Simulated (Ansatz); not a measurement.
BeTe (started from an entry of an open crystallographic database), relaxed with r2SCAN: it is cubic, F-43m (No. 216); conventional cell a = 5.657 Å, 22.63 Å³ an atom. Be has 4 Te at 2.45 Å; Te has 4 Be at 2.45 Å. One-shot G0W0@PBE in Ansatz 0.2.0 on a 4×4×4 mesh (contour deformation, no spin-orbit coupling), from a PBE gap of 2.011 eV over the mesh points (the G0W0 gap is indirect on the mesh); the number N of bands summed and the screening cutoff rise together. No spin polarisation and no zero-point or thermal motion.

```tsv
N	cutoff (eV)	1000/N	G0W0 gap (eV)
82	80	12.195	2.669
179	140	5.587	2.822
```

Question: Lay a straight line in 1000/N through these rows.

Answer: The slope is -0.0232 eV per unit of 1000/N and the intercept 2.951 eV.

Question: Predict the gap at N = 321 (210 eV).

Answer: 2.951 + (-0.0232) × 3.115 = 2.879 eV; the run gives 2.877 eV, -0.002 eV from the line.

Question: With that run's result added, what limit do the last two rows suggest?

Answer: Their slope is (2.877 − 2.822)/(3.115 − 5.587) = -0.0222, which meets 1/N = 0 at 2.95 eV, against 2.951 eV from the first line. The two lines nearly agree; the k mesh isn't extrapolated.

No spin-orbit coupling is included; it can move band edges with weight on the heavy atoms by tenths of an eV.
